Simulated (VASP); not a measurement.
Runs of VASP 6.6.1 on AlRu. The structure is cubic, space group Pm-3m (No. 221). Conventional cell: a = 2.992 Å, b = 2.992 Å, c = 2.992 Å, α = 90.00°, β = 90.00°, γ = 90.00°. Ru (site symmetry m-3m) has 8 Al at 2.59 Å as nearest neighbours. Al (site symmetry m-3m) is surrounded by 8 Ru at 2.59 Å. 

```tsv
task	level	potentials or basis	spin	cell	k mesh	cutoff (eV)	gap on the mesh (eV)	pressure (GPa)	relaxed volume (Å³/atom)
relaxation of cell and atoms	PBEsol	VASP PAW PBE potentials, release 64 (Ru_pv, Al)	off	relaxed	9 × 9 × 9	600	none	0.0	13.18
band structure	PBE	VASP PAW PBE potentials, release 64 (Ru_pv, Al)	SOC, no magnetisation	as given	7 × 7 × 7	520	-	(b)	-
relaxation of cell and atoms	PBE	VASP PAW PBE potentials, release 64 (Ru_pv, Al)	off	relaxed	9 × 9 × 9	600	none	0.0	13.55
relaxation of cell and atoms	LDA	VASP PAW LDA potentials, release 64 (Ru_pv, Al)	off	relaxed	9 × 9 × 9	600	none	0.1	(a)
band structure	LDA	VASP PAW LDA potentials, release 64 (Ru_pv, Al)	off	as given	9 × 9 × 9	520	-	-7.8	-
```

Alike in all rows: smearing fermi-dirac 0.05 eV.

**Question.** Estimate the missing entries.

**Answer.** (a) 12.91; (b) 2.6.

Caveats: the PAW data sets were made with another functional, which shifts forces and pressure a little (some runs).

A k mesh can miss the band edges, and rows without SOC leave out spin-orbit coupling on Ru.

A gap of «none» marks a metal or a gap under the smearing width.
